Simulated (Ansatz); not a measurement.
Cs2SnI6: field gradients at two levels of theory

Cell: a structure deposited in the COD, ions relaxed with PBE at fixed cell.

```cif
data_Cs2SnI6
_symmetry_space_group_name_H-M 'Fm-3m'
_symmetry_Int_Tables_number 225
_cell_length_a 11.6300
_cell_length_b 11.6300
_cell_length_c 11.6300
_cell_angle_alpha 90.000
_cell_angle_beta 90.000
_cell_angle_gamma 90.000
loop_
_atom_site_label
_atom_site_type_symbol
_atom_site_symmetry_multiplicity
_atom_site_Wyckoff_symbol
_atom_site_fract_x
_atom_site_fract_y
_atom_site_fract_z
Cs Cs 8 c 0.2500 0.2500 0.2500
Sn Sn 4 a 0.0000 0.0000 0.0000
I I 24 e 0.2488 0.5000 0.5000
```

One atom of each set is listed; the run and its k-mesh use a cell of 9 atoms with edges of 8.22, 8.22, 8.22 Å.

First run. All values are calculated (Ansatz; DFT, PBE, plane waves and PAW, scalar-relativistic, 420 eV cutoff, Γ-centred 5×5×5 k-points, Fermi–Dirac smearing 0.02 eV), not measured.

| site | V_zz (10²¹ V/m²) | η |
| --- | --- | --- |
| I | 57.4 | 0.00 |

Second run. The same atoms and settings, except that spin–orbit coupling is included (fully relativistic PAW files).

Question: What does the second run give?

Answer: 

| site | V_zz | η | change of V_zz |
| --- | --- | --- | --- |
| I | 53.4 | 0.00 | -4.04 |

The largest change of V_zz is on I, from 57.4 to 53.4. In per cent, |V_zz| changes by -7 on I (all sites that start above 2). Sites without a gradient aren't listed.

The run finds no gap above 0.1 eV (a metal, or nearly one), so the gradients can move by 10 % or more with the k-mesh. Semilocal functionals make gaps too small and can close them, so the real compound need not be a metal.
